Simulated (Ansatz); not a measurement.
CuO, 4 atoms in the cell. Symmetry: P6_3mc, No. 186, hexagonal system. The conventional cell has a = 3.288 Å, b = 3.288 Å, c = 5.385 Å, α = 90.00°, β = 90.00°, γ = 120.00°. Cu (site symmetry 3m) is surrounded by 4 O at 2.01 to 2.02 Å. O (site symmetry 3m) has 4 Cu at 2.01 to 2.02 Å as nearest neighbours. Measurements of this composition are mostly on another form, of space group No. 15.

| Quantity | Value |
| --- | --- |
| Program | Ansatz 0.2.0 |
| Task | single point |
| Functional | PBE |
| Potentials or basis | Ansatz PAW |
| Cutoff | 420 eV (not typed: the program's choice for these potentials) |
| k mesh | 9 × 9 × 5 |
| Occupations | fermi-dirac, width 0.05 eV |
| Spin | no spin polarisation |

Potentials or basis: Ansatz PAW.

Command:

```sh
$ ansatz run input.yaml --threads 2 --pin off --max-ram 5632MiB --backend cpu --events-out ev --progress --plain --runs-dir out
```

Hardware: 2 threads of AMD EPYC (Zen 3), with other jobs on the host.

Estimate the wall time of this run.

Wall time 5.1 s on 2 threads of AMD EPYC (Zen 3) (shared host), peak memory 0.34 GiB. Counts: scf iterations 8, plane waves 989, k points 36, bands 30.
